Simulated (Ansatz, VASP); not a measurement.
## SiC2: VASP beside Ansatz

```
Si C
1.0
     1.22732   -2.12655   -0.08447
    -3.65962   -2.11259    0.00487
     0.15415   -0.25569   -9.51665
Si C
2 4
Direct
  0.24881 0.99628 0.93102
  0.21091 0.49684 0.07092
  0.51005 0.83498 0.49958
  0.01009 0.33497 0.49945
  0.01008 0.66847 0.49945
  0.51005 0.16846 0.49958
```

Change from the starting cell: cell x2, atoms moved at random (sigma 0.05 Å) and cell strained at random (1.5 %), then relaxed without symmetry.

Alike in both runs: functional PBE; k mesh 8 × 6 × 4; occupations gaussian, width 0.2 eV; no spin polarisation.

Ansatz relaxed the structure, and its values are those at the end. VASP's run is a single point on that final structure, the one shown.

|  | VASP | Ansatz |
| --- | --- | --- |
| version | VASP 6.6.1 | Ansatz 0.2.0 |
| potentials or method | VASP PAW PBE potentials, release 64 (Si, C) | scalar-relativistic, plane waves, PAW |
| plane-wave cutoff (eV) | 520 | 420 |
| valence electrons in the cell | 24 | 24 |

|  | VASP | Ansatz | Ansatz less VASP |
| --- | --- | --- | --- |
| gap on the k mesh at the Fermi level (eV) | none | none | - |
| pressure (GPa) | 0.1 | 0.0 | -0.14 |
| rms of the force components (eV/Å) | 0.004 | 0.002 | -0.0012 |

A gap of «none» marks a metal or a gap that the smearing closes.
